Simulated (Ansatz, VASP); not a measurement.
**Two plane-wave programs on MgS**

```
Mg S
1.0
     4.02863    0.00000    0.00000
    -2.01431    3.48889    0.00000
     0.00000    0.00000    6.45439
Mg S
2 2
Direct
  0.33333 0.66667 0.99713
  0.66667 0.33333 0.49713
  0.33333 0.66667 0.37787
  0.66667 0.33333 0.87787
```

The cell was built by a generator and needn't be a form met in nature.

Alike in both runs: task single point; functional PBE; k mesh 12 × 12 × 4; occupations fermi-dirac, width 0.02 eV; no spin polarisation.

|  | VASP | Ansatz |
| --- | --- | --- |
| version | VASP 6.6.1 | Ansatz 0.2.0 |
| potentials or method | VASP PAW PBE potentials, release 64 (Mg, S) | plane waves, PAW |
| plane-wave cutoff (eV) | 520 | 420 |
| valence electrons in the cell | 16 | 32 |

Ansatz gave:

| Property | Result |
| --- | --- |
| gap on the k mesh at the Fermi level (eV) | 3.47 |
| pressure (GPa) | 1.1 |

Q: Which values does VASP return?

A: gap on the k mesh at the Fermi level (eV): 3.47; pressure (GPa): 0.9.

The two sets of potentials don't hold the same shells in valence.

A k mesh can miss the band edges. As with any semilocal functional, this PBE gap is likely too small.
